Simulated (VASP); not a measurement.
A run of VASP 6.6.1 is set up as follows.

The input INCAR:

```
ALGO = Fast
EDIFF = 1E-7
ENCUT = 520
GGA = PE
ISIF = 2
ISMEAR = 0
LASPH = True
LCHARG = False
LREAL = False
LWAVE = False
NBANDS = 24
NELM = 100
PREC = Accurate
SIGMA = 0.1
```

The input KPOINTS:

```
k-points
0
Gamma
  4 4 4
```

The input POSCAR:

```
P
1.0
   -3.0264170200      3.0264170200      3.0264170200
    3.0264170200     -3.0264170200      3.0264170200
    3.0264170200      3.0264170200     -3.0264170200
P
6
Direct
    0.7500000000      0.2500000000      0.5000000000
    0.2500000000      0.7500000000      0.5000000000
    0.5000000000      0.2500000000      0.7500000000
    0.7500000000      0.5000000000      0.2500000000
    0.5000000000      0.7500000000      0.2500000000
    0.2500000000      0.5000000000      0.7500000000
```

Potentials or basis: VASP PAW PBE potentials, release 64 (P).

Launch:

```sh
$ cat potpaw_PBE.64/P/POTCAR > POTCAR
$ mpirun -np 1 vasp_std > vasp.out
```

**Question.** Estimate the pressure.

**Answer.** 14.4 GPa.

**Question.** What does it give for the band gap on the k mesh?

**Answer.** None (metal or under the smearing width).

Caveat: the k mesh is coarse (spacing up to 0.37 Å⁻¹), so the values aren't converged.
